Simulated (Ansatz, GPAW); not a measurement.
# Geometry or basis: what sets the conductance of a Sn chain with one Pt atom in line

Aim: the conductance of a Sn chain with one Pt atom in line after relaxation, and whether geometry, basis or functional moves it most.

Main program and level: GPAW 26.7.0 and Ansatz 0.2.0; Ansatz plane waves; relaxation of the junction with the lead ends held, in the first sound run; inputs show where later runs differ.

## (1) Set-up

The cell holds 13 atoms: 12 Sn and 1 Pt. Cell: a = 9.000 Å, b = 9.000 Å, c = 35.342 Å, α = 90.0°, β = 90.0°, γ = 90.0°. Regions: left lead, 6 atoms (6 Sn); channel, 1 atom (1 Pt); right lead, 6 atoms (6 Sn). Vacuum lies along a and b. The structure is stacked along c, and the current runs across the ab planes.

## (2) Relaxing the atoms

Transmission follows bond lengths closely, so the atoms between the held lead ends are relaxed first, from a slightly shaken start that lets symmetry break.

input.yaml

```yaml
crystal:
  lattice:
    - [9.0, 0.0, 0.0]
    - [0.0, 9.0, 0.0]
    - [0.0, 0.0, 35.3424]
  atoms:
    - { symbol: Sn, position: [0.5, 0.5, 0.0389051111] }
    - { symbol: Sn, position: [0.5, 0.5, 0.1167153334] }
    - { symbol: Sn, position: [0.5, 0.5, 0.1945255557] }
    - { symbol: Sn, position: [0.5, 0.5, 0.272335778] }
    - { symbol: Sn, position: [0.5060891885, 0.4897388936, 0.3509592421] }
    - { symbol: Sn, position: [0.5002321241, 0.5043941667, 0.4282835596] }
    - { symbol: Pt, position: [0.5060908621, 0.5001058125, 0.4995618044] }
    - { symbol: Sn, position: [0.5019349497, 0.5014403562, 0.5717408784] }
    - { symbol: Sn, position: [0.4991756539, 0.5023981356, 0.6504518505] }
    - { symbol: Sn, position: [0.5, 0.5, 0.727664222] }
    - { symbol: Sn, position: [0.5, 0.5, 0.8054744443] }
    - { symbol: Sn, position: [0.5, 0.5, 0.8832846666] }
    - { symbol: Sn, position: [0.5, 0.5, 0.9610948889] }
kpoints:
  mp_grid: { grid: [1, 1, 2] }
hamiltonian:
  xc: pbe
scf:
  occupations: { method: fermi_dirac, width: 0.1 }
relax:
  f_tol: 0.03
  max_steps: 80
  constraints: [{ sites: [0, 1, 2, 3, 9, 10, 11, 12] }]
```

Started as:

```console
ansatz run input.yaml --threads 4 --pin off --max-ram 8192MiB --backend cpu --events-out ev --progress --plain --runs-dir out
```

Numbers of over 12 decimals in the logs are rounded to 6 here.

The log of the run:

```text
Engine: ansatz 0.2.0, x86_64-unknown-linux-gnu
Pseudopotentials: kind: paw
Pseudopotential: Sn, paw, valence charge 14, recommended cutoff 420 eV (normal), Sn.paw.azcp
Pseudopotential: Pt, paw, valence charge 18, recommended cutoff 420 eV (normal), Pt.paw.azcp
Functional definition: PBE
  parameter kappa = 0.804
  parameter beta = 0.066725
  exchange = pbe_x(kappa = kappa, mu = beta*pi^2/3)
  correlation = pbe_c(beta = beta)
Crystal: 13 atoms, lattice volume = 2862.734 Å³
Basis set: ecut = 420 eV, 55915 PW (Γ), exchange–correlation on 128×128×480 points (8 copies of the dense FFT grid, shifted against one another)
Bands: 112, of which v1, the nominal top of the filled ones, is band 93 counted from 1 (92 counted from 0)
Symmetry: 1 space group operations
Space group: P1 (ITA 1), of the structure as read, at distance tolerance 1.4e-4 Å
k-points: 2
Non-local potential: Sn, projectors of the file, l = 0: 2, l = 1: 2, l = 2: 2, l = 3: 2
Non-local potential: Pt, projectors of the file, l = 0: 3, l = 1: 2, l = 2: 2, l = 3: 1
PAW form: soft (Blöchl's): semilocal exchange-correlation on the pseudo side does not see the compensation charge
PAW one-centre angular grid: Sn, 590 points (default); XC on 64 Gauss nodes
PAW one-centre angular grid: Pt, 590 points (default); XC on 64 Gauss nodes
Initial density: superposition of atomic densities (neutral atoms: chi_scale 0, normalization atom), corrected by the library's trained network
Initial wavefunctions: pseudopotential atomic-orbital guess
Functional: x = pbe(κ = 0.804, μ = 0.219515), c = pbe(β = 0.066725)
SCF iter   1: F=—  HF=-84796.344540 eV  |F-HF|=—  |Δ(HF+E_count)|=         —  Δρ=2.40e-3  dr2=5.64e-1  ethr=1.77e-3  ⟨swp⟩=6.0  Hψ=834  notcnv=0
preconditioner: auto → LDOS  [metal: Δε(μ)=0.157 eV  Ē_g=4.991 eV  σ=0.100 eV  W_gap=0.35  n_scr=262 (ndim 8)  ℏωp=5.3 eV  f_vac=0.724  D(μ)=14.22/eV (n_scr^D=38)  β→1.0]
SCF iter   2: F=—  HF=-84796.317592 eV  |F-HF|=—  |Δ(HF+E_count)|=   2.69e-2  Δρ=2.56e-3  dr2=3.05e-1  ethr=3.03e-4  ⟨swp⟩=3.5  Hψ=483  notcnv=0
SCF iter   3: F=—  HF=-84796.287608 eV  |F-HF|=—  |Δ(HF+E_count)|=   3.00e-2  Δρ=7.04e-4  dr2=3.17e-2  ethr=1.64e-4  ⟨swp⟩=2.0  Hψ=442  notcnv=0
SCF iter   4: F=—  HF=-84796.284448 eV  |F-HF|=—  |Δ(HF+E_count)|=   3.16e-3  Δρ=1.22e-4  dr2=1.44e-3  ethr=1.70e-5  ⟨swp⟩=2.0  Hψ=431  notcnv=0
SCF iter   5: F=—  HF=-84796.284715 eV  |F-HF|=—  |Δ(HF+E_count)|=   2.66e-4  Δρ=4.88e-5  dr2=2.05e-4  ethr=7.73e-7  ⟨swp⟩=2.0  Hψ=278  notcnv=0
SCF iter   6: F=-84796.284717 eV  HF=-84796.284726 eV  |F-HF|=9.20e-6  |Δ(HF+E_count)|=   1.18e-5  Δρ=1.73e-5  dr2=1.94e-5  ethr=1.21e-8  ⟨swp⟩=4.0  Hψ=917  notcnv=0
SCF 1 converged in 6 iterations: F = -84796.284717 eV  dr2 = 1.94e-5
  greatest PAW one-centre occupation: 1.000 electrons in one spin orbital (limit 2), on the Pt atom at site 6 (counted from 0), in its partial waves of l = 0
relax step   1: F+E_penalty+E_count = -84796.28471725 eV  Δ(F+E_penalty+E_count) = +0.000e0 eV  max|allowed force component| = 4.629e-1 eV/Å  Δτ_max = 0.0000 Å  (6 SCF iters, dr2 threshold 2.25e-5 eV, accepted)
Initial density: handed on by an earlier stage of this run
Initial wavefunctions: those handed on with the density
iter 1 solved again at ethr=7.01e-5 eV; its pass at ethr=3.10e-3 eV (dr2=1.30e-1 eV) is discarded
SCF iter   1: F=—  HF=-84796.318013 eV  |F-HF|=—  |Δ(HF+E_count)|=         —  Δρ=9.36e-4  dr2=1.17e-1  ethr=7.01e-5  ⟨swp⟩=2.0  Hψ=638  notcnv=0
preconditioner: auto → LDOS  [metal: Δε(μ)=0.223 eV  Ē_g=4.996 eV  σ=0.100 eV  W_gap=0.48  n_scr=262 (ndim 8)  ℏωp=5.3 eV  f_vac=0.716  D(μ)=14.24/eV (n_scr^D=38)  β→1.0]
SCF iter   2: F=—  HF=-84796.309540 eV  |F-HF|=—  |Δ(HF+E_count)|=   8.47e-3  Δρ=4.41e-4  dr2=1.30e-2  ethr=6.30e-5  ⟨swp⟩=2.0  Hψ=252  notcnv=0
SCF iter   3: F=—  HF=-84796.308303 eV  |F-HF|=—  |Δ(HF+E_count)|=   1.24e-3  Δρ=2.12e-4  dr2=3.20e-3  ethr=7.00e-6  ⟨swp⟩=2.0  Hψ=409  notcnv=0
SCF iter   4: F=—  HF=-84796.307680 eV  |F-HF|=—  |Δ(HF+E_count)|=   6.23e-4  Δρ=4.88e-5  dr2=2.10e-4  ethr=1.72e-6  ⟨swp⟩=2.0  Hψ=401  notcnv=0
SCF iter   5: F=—  HF=-84796.307689 eV  |F-HF|=—  |Δ(HF+E_count)|=   8.53e-6  Δρ=2.27e-5  dr2=3.43e-5  ethr=1.13e-7  ⟨swp⟩=2.0  Hψ=405  notcnv=0
SCF iter   6: F=-84796.307689 eV  HF=-84796.307690 eV  |F-HF|=1.11e-6  |Δ(HF+E_count)|=   1.35e-6  Δρ=6.91e-6  dr2=2.59e-6  ethr=7.20e-9  ⟨swp⟩=5.0  Hψ=723  notcnv=0
SCF 2 converged in 6 iterations: F = -84796.307689 eV  dr2 = 2.59e-6
relax step   2: F+E_penalty+E_count = -84796.30768893 eV  Δ(F+E_penalty+E_count) = -2.297e-2 eV  max|allowed force component| = 4.201e-1 eV/Å  Δτ_max = 0.0683 Å  (6 SCF iters, dr2 threshold 1.34e-5 eV, accepted)
SCF iter   1: F=—  HF=-84796.360671 eV  |F-HF|=—  |Δ(HF+E_count)|=         —  Δρ=7.65e-4  dr2=4.69e-2  ethr=1.94e-3  ⟨swp⟩=4.5  Hψ=469  notcnv=0
preconditioner: auto → LDOS  [metal: Δε(μ)=0.212 eV  Ē_g=4.979 eV  σ=0.100 eV  W_gap=0.46  n_scr=262 (ndim 8)  ℏωp=5.3 eV  f_vac=0.715  D(μ)=13.82/eV (n_scr^D=38)  β→1.0]
SCF iter   2: F=—  HF=-84796.359625 eV  |F-HF|=—  |Δ(HF+E_count)|=   1.05e-3  Δρ=4.92e-4  dr2=1.62e-2  ethr=2.52e-5  ⟨swp⟩=2.0  Hψ=440  notcnv=0
SCF iter   3: F=—  HF=-84796.356713 eV  |F-HF|=—  |Δ(HF+E_count)|=   2.91e-3  Δρ=1.17e-4  dr2=1.24e-3  ethr=8.69e-6  ⟨swp⟩=2.0  Hψ=398  notcnv=0
SCF iter   4: F=—  HF=-84796.356769 eV  |F-HF|=—  |Δ(HF+E_count)|=   5.63e-5  Δρ=3.91e-5  dr2=1.04e-4  ethr=6.66e-7  ⟨swp⟩=2.0  Hψ=411  notcnv=0
SCF iter   5: F=—  HF=-84796.356802 eV  |F-HF|=—  |Δ(HF+E_count)|=   3.29e-5  Δρ=2.30e-5  dr2=2.89e-5  ethr=5.57e-8  ⟨swp⟩=2.0  Hψ=419  notcnv=0
SCF iter   6: F=-84796.356794 eV  HF=-84796.356797 eV  |F-HF|=2.90e-6  |Δ(HF+E_count)|=   4.58e-6  Δρ=5.63e-6  dr2=4.49e-6  ethr=5.93e-9  ⟨swp⟩=5.0  Hψ=724  notcnv=0
SCF 3 converged in 6 iterations: F = -84796.356794 eV  dr2 = 4.49e-6
relax step   3: F+E_penalty+E_count = -84796.35679430 eV  Δ(F+E_penalty+E_count) = -4.911e-2 eV  max|allowed force component| = 1.883e-1 eV/Å  Δτ_max = 0.1933 Å  (6 SCF iters, dr2 threshold 1.10e-5 eV, accepted)
[... from here on, the SCF cycles and remarks between the steps are left out ...]
relax step   4: F+E_penalty+E_count = -84796.41287133 eV  Δ(F+E_penalty+E_count) = -5.608e-2 eV  max|allowed force component| = 2.557e-1 eV/Å  Δτ_max = 0.2000 Å  (6 SCF iters, dr2 threshold 7.13e-6 eV, accepted)
relax step   5: F+E_penalty+E_count = -84796.45288751 eV  Δ(F+E_penalty+E_count) = -4.002e-2 eV  max|allowed force component| = 4.912e-2 eV/Å  Δτ_max = 0.1956 Å  (6 SCF iters, dr2 threshold 1.31e-5 eV, accepted)
relax step   6: F+E_penalty+E_count = -84796.46536155 eV  Δ(F+E_penalty+E_count) = -1.247e-2 eV  max|allowed force component| = 7.107e-2 eV/Å  Δτ_max = 0.2000 Å  (9 SCF iters, accepted)
relax step   7: F+E_penalty+E_count = -84796.47094375 eV  Δ(F+E_penalty+E_count) = -5.582e-3 eV  max|allowed force component| = 7.289e-2 eV/Å  Δτ_max = 0.1553 Å  (8 SCF iters, accepted)
relax step   8: F+E_penalty+E_count = -84796.47500863 eV  Δ(F+E_penalty+E_count) = -4.065e-3 eV  max|allowed force component| = 3.997e-2 eV/Å  Δτ_max = 0.1171 Å  (6 SCF iters, dr2 threshold 5.31e-6 eV, accepted)
relax step   9: F+E_penalty+E_count = -84796.48023377 eV  Δ(F+E_penalty+E_count) = -5.225e-3 eV  max|allowed force component| = 2.286e-2 eV/Å  Δτ_max = 0.1951 Å  (8 SCF iters, accepted)
relax step  10: F+E_penalty+E_count = -84796.48352085 eV  Δ(F+E_penalty+E_count) = -3.287e-3 eV  max|allowed force component| = 4.906e-2 eV/Å  Δτ_max = 0.1950 Å  (8 SCF iters, accepted)
relax step  11: F+E_penalty+E_count = -84796.48709072 eV  Δ(F+E_penalty+E_count) = -3.570e-3 eV  max|allowed force component| = 4.363e-2 eV/Å  Δτ_max = 0.1953 Å  (9 SCF iters, accepted)
relax step  12: F+E_penalty+E_count = -84796.49056869 eV  Δ(F+E_penalty+E_count) = -3.478e-3 eV  max|allowed force component| = 6.515e-2 eV/Å  Δτ_max = 0.1949 Å  (7 SCF iters, dr2 threshold 1.51e-6 eV, accepted)
relax step  13: F+E_penalty+E_count = -84796.49287379 eV  Δ(F+E_penalty+E_count) = -2.305e-3 eV  max|allowed force component| = 3.320e-2 eV/Å  Δτ_max = 0.1723 Å  (7 SCF iters, dr2 threshold 3.36e-6 eV, accepted)
relax step  14: F+E_penalty+E_count = -84796.49424926 eV  Δ(F+E_penalty+E_count) = -1.375e-3 eV  max|allowed force component| = 4.553e-2 eV/Å  Δτ_max = 0.0899 Å  (7 SCF iters, accepted)
relax step  15: F+E_penalty+E_count = -84796.49518564 eV  Δ(F+E_penalty+E_count) = -9.364e-4 eV  max|allowed force component| = 1.232e-2 eV/Å  Δτ_max = 0.1299 Å  (8 SCF iters, accepted)
SCF iter   1: F=—  HF=-84796.495597 eV  |F-HF|=—  |Δ(HF+E_count)|=         —  Δρ=2.33e-4  dr2=1.49e-3  ethr=8.29e-6  ⟨swp⟩=4.5  Hψ=612  notcnv=0
preconditioner: auto → LDOS  [metal: Δε(μ)=0.140 eV  Ē_g=4.911 eV  σ=0.100 eV  W_gap=0.32  n_scr=262 (ndim 8)  ℏωp=5.3 eV  f_vac=0.713  D(μ)=15.54/eV (n_scr^D=42)  β→1.0]
SCF iter   2: F=—  HF=-84796.495584 eV  |F-HF|=—  |Δ(HF+E_count)|=   1.32e-5  Δρ=1.44e-4  dr2=9.83e-4  ethr=7.99e-7  ⟨swp⟩=2.0  Hψ=447  notcnv=0
SCF iter   3: F=—  HF=-84796.495327 eV  |F-HF|=—  |Δ(HF+E_count)|=   2.57e-4  Δρ=3.59e-5  dr2=6.85e-5  ethr=5.29e-7  ⟨swp⟩=2.0  Hψ=410  notcnv=0
SCF iter   4: F=—  HF=-84796.495551 eV  |F-HF|=—  |Δ(HF+E_count)|=   2.24e-4  Δρ=1.03e-5  dr2=6.52e-6  ethr=3.68e-8  ⟨swp⟩=2.0  Hψ=408  notcnv=0
SCF iter   5: F=—  HF=-84796.495552 eV  |F-HF|=—  |Δ(HF+E_count)|=   1.33e-6  Δρ=4.87e-6  dr2=1.34e-6  ethr=3.51e-9  ⟨swp⟩=2.0  Hψ=410  notcnv=0
SCF iter   6: F=—  HF=-84796.495552 eV  |F-HF|=—  |Δ(HF+E_count)|=   3.40e-8  Δρ=1.45e-6  dr2=1.45e-7  ethr=7.22e-10  ⟨swp⟩=2.0  Hψ=410  notcnv=0
SCF iter   7: F=-84796.495552 eV  HF=-84796.495552 eV  |F-HF|=1.62e-9  |Δ(HF+E_count)|=   4.18e-8  Δρ=4.51e-7  dr2=9.73e-9  ethr=5.38e-11  ⟨swp⟩=5.0  Hψ=696  notcnv=0
SCF 16 converged in 7 iterations: F = -84796.495552 eV  dr2 = 9.73e-9
relax step  16: F+E_penalty+E_count = -84796.49555200 eV  Δ(F+E_penalty+E_count) = -3.664e-4 eV  max|allowed force component| = 7.640e-3 eV/Å  Δτ_max = 0.0525 Å  (7 SCF iters, accepted)
SCF converged after 7 iterations
Free energy (F): -84796.495552 eV
Harris-Foulkes:  -84796.495552 eV  (|F-HF|=1.62e-9)
Internal energy: -84795.976807 eV  (E = F + TS)
E sigma→0 (E₀):  -84796.236179 eV
Entropy (-TS):   -0.518745 eV (-39.903 meV/atom)
Fermi energy:    -2.597535 eV
--- Per-component energies (eV) ---
  E_band       = -3734.258921
  E_kinetic    = 2855.886298
  E_local      = -40048.951973  (includes V_loc(G=0)·N_el)
  E_nonlocal   = -190.214124
  E_hartree    = 19800.317209
  E_xc         = -4833.337598
  E_vxc        = -1425.820146  (∫ρ·V_xc dr)
  E_paw        = -59072.751883  (= ΣΔE_a)
  E_vpaw       = -4525.792255  (= ΣTr[D̂ρ^β])
  E_aug_tail   = 0.000189  (compensation charges beyond the density's cutoff)
  E_ewald      = -3306.924923
  E_smearing   = -0.518745  (= −TS)
  E_closure    = 0.000000  (closes the sum)
  Σ components = -84796.495552   (vs F -84796.495552, Δ=0.00e0)
--- Forces (eV/Å), atoms counted from 1 ---
  atom   1  Sn    -0.00013275    -0.00022754    -0.15455302
  atom   2  Sn     0.03043178     0.00603712    -0.02321863
  atom   3  Sn    -0.00291920    -0.00153126     0.10690425
  atom   4  Sn    -0.02578199    -0.00295647     0.64204348
  atom   5  Sn    -0.00344687    -0.00008319    -0.00140353
  atom   6  Sn     0.00279331     0.00005183     0.00060710
  atom   7  Pt    -0.00335995    -0.00108673     0.00566673
  atom   8  Sn     0.00095241    -0.00149002    -0.00763952
  atom   9  Sn     0.00101014    -0.00073698     0.00080839
  atom  10  Sn    -0.02271193    -0.00611486    -0.64484617
  atom  11  Sn    -0.00479552     0.00002802    -0.10120532
  atom  12  Sn     0.02643567     0.00775001     0.02617833
  atom  13  Sn     0.00152745     0.00035343     0.15069614
  max |Σ_I F_I| component: 3.82e-5 eV/Å
--- Relaxed structure (16 steps of the walk, 16 accepted, 0 SCFs on fresh bases) ---
  F+E_penalty+E_count = -84796.49555200 eV   max|allowed force component| = 7.640e-3 eV/Å
  atoms:
    - { symbol: Sn, position: [0.5, 0.5, 0.038905] }
    - { symbol: Sn, position: [0.5, 0.5, 0.1167153334] }
    - { symbol: Sn, position: [0.5, 0.5, 0.194526] }
    - { symbol: Sn, position: [0.5, 0.5, 0.272335778] }
    - { symbol: Sn, position: [0.594153, 0.519532, 0.350522] }
    - { symbol: Sn, position: [0.513263, 0.504671, 0.429479] }
    - { symbol: Pt, position: [0.570471, 0.518886, 0.499817] }
    - { symbol: Sn, position: [0.513319, 0.505000, 0.570194] }
    - { symbol: Sn, position: [0.590553, 0.524780, 0.649298] }
    - { symbol: Sn, position: [0.5, 0.5, 0.727664222] }
    - { symbol: Sn, position: [0.5, 0.5, 0.8054744443] }
    - { symbol: Sn, position: [0.5, 0.5, 0.8832846666] }
    - { symbol: Sn, position: [0.5, 0.5, 0.9610948889] }
```

Wall time 2 min (4 threads of AMD EPYC 7R13 (Zen 3), shared host); peak memory 3.6 GiB.

Relaxation path:

```csv
step,energy less that of the first step (eV),largest force component (eV/Å)
1,0.0000,0.4629
2,-0.0230,0.4201
3,-0.0721,0.1883
4,-0.1282,0.2557
5,-0.1682,0.0491
6,-0.1806,0.0711
7,-0.1862,0.0729
8,-0.1903,0.0400
9,-0.1955,0.0229
10,-0.1988,0.0491
11,-0.2024,0.0436
12,-0.2059,0.0652
13,-0.2082,0.0332
14,-0.2095,0.0455
15,-0.2105,0.0123
16,-0.2108,0.0076
```

The atoms that moved most (Å):

```csv
atom,dx,dy,dz,length
Sn9,0.822,0.201,-0.041,0.848
Sn5,0.793,0.268,-0.015,0.837
Pt7,0.579,0.169,0.009,0.604
Sn6,0.117,0.002,0.042,0.125
Sn8,0.102,0.032,-0.055,0.120
```

This step gave:

* free energy: -84796.4956 eV
* smearing term TS: 0.5187 eV
* symmetry operations: 1

The relaxation lowered the energy of the cell by 0.211 eV.

(Part 1 of 3 ends here.)

[Logs are printed without paths, hosts, clocks, repeated set-up lines and the standing remarks that a program may print on its own settings, such as how far it seeks lower states.]

[Hosts, paths, dates, database ids (printed as entryN), source tags and the programs' standing remarks are cut or masked in the printed files.]
